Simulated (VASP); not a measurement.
## Sb under changes of volume

One of the cells (30.502 Å³/atom); the others are scaled copies at fixed shape and fractional positions:

```
CELL_PARAMETERS angstrom
3.14308 0.00000 0.00000
0.00000 4.37631 0.00000
-0.03917 0.00000 4.43503
ATOMIC_POSITIONS crystal
Sb 0.01139 0.25000 0.24117
Sb 0.98861 0.75000 0.75883
```

This isn't the form of Sb at room conditions, which is rhombohedral.

| Item | Value |
| --- | --- |
| Program | VASP 6.6.1 |
| Functional | PBE |
| Potentials or basis | VASP PAW PBE potentials, release 64 (Sb) |
| Cutoff | 520 eV |
| k mesh | 9 × 6 × 6 |
| Occupations | fermi-dirac, width 0.05 eV |
| Spin | no spin polarisation |

| volume (Å³/atom) | energy over the lowest point (meV/atom) | pressure (GPa) | largest force (eV/Å) |
| --- | --- | --- | --- |
| 28.110 | ? | ? | ? |
| 28.708 | 11.29 | 2.9 | 0.126 |
| 29.306 | 3.07 | 1.6 | 0.091 |
| 30.502 | 0.00 | -0.6 | 0.038 |
| 31.100 | 4.18 | -1.6 | 0.031 |
| 31.698 | 11.64 | -2.4 | 0.043 |

What does the run at 28.110 Å³/atom give?

Energy over the lowest point 24.71 meV/atom; pressure 4.4 GPa; largest force 0.166 eV/Å.

Worked out: A Birch-Murnaghan fit of order 3 (a polynomial in V^(-2/3)) to the other rows has its minimum at 30.12 Å³/atom with B0 = V·E''(V) = 53 GPa and B' = 4.8 at fixed shape and positions, which overstates the stiffness. It gives 24.70 meV/atom at 28.110 Å³/atom, against the run's 24.71, and -dE/dV = 4.3 GPa, against 4.4.

Energies are extrapolated to zero smearing.
